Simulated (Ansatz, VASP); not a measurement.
**Pb: VASP beside Ansatz**

```
CELL_PARAMETERS angstrom
5.88563 0.00000 0.00000
-2.94282 5.09711 0.00000
0.00000 0.00000 3.60815
ATOMIC_POSITIONS crystal
Pb 0.00000 0.00000 0.00000
Pb 0.33333 0.66667 0.50000
Pb 0.66667 0.33333 0.50000
```

Alike in both runs: task relaxation of cell and atoms; functional PBE; k mesh 9 × 9 × 14; occupations gaussian, width 0.1 eV; no spin polarisation.

|  | VASP | Ansatz |
| --- | --- | --- |
| version | VASP 6.6.1 | Ansatz 0.2.0 |
| potentials or method | VASP PAW PBE potentials, release 64 (Pb_d) | scalar-relativistic, plane waves, PAW |
| plane-wave cutoff (eV) | 600 | 420 |
| valence electrons in the cell | 42 | 42 |

|  | VASP | Ansatz | Ansatz less VASP |
| --- | --- | --- | --- |
| gap on the k mesh at the Fermi level, each at its own relaxed structure (eV) | none | none | - |
| relaxed volume (Å³/atom) | 32.15 | 32.11 | -0.042 |
| relaxed cell length with the largest relative difference (Å) | 3.450 | 3.447 | -0.0026 |
| energy change over the relaxation (meV/atom) | -46 | -46 | -0.4 |

A gap of «none» marks a metal or a gap that the smearing closes.

The runs have no spin-orbit coupling, so splittings on Pb are missing.
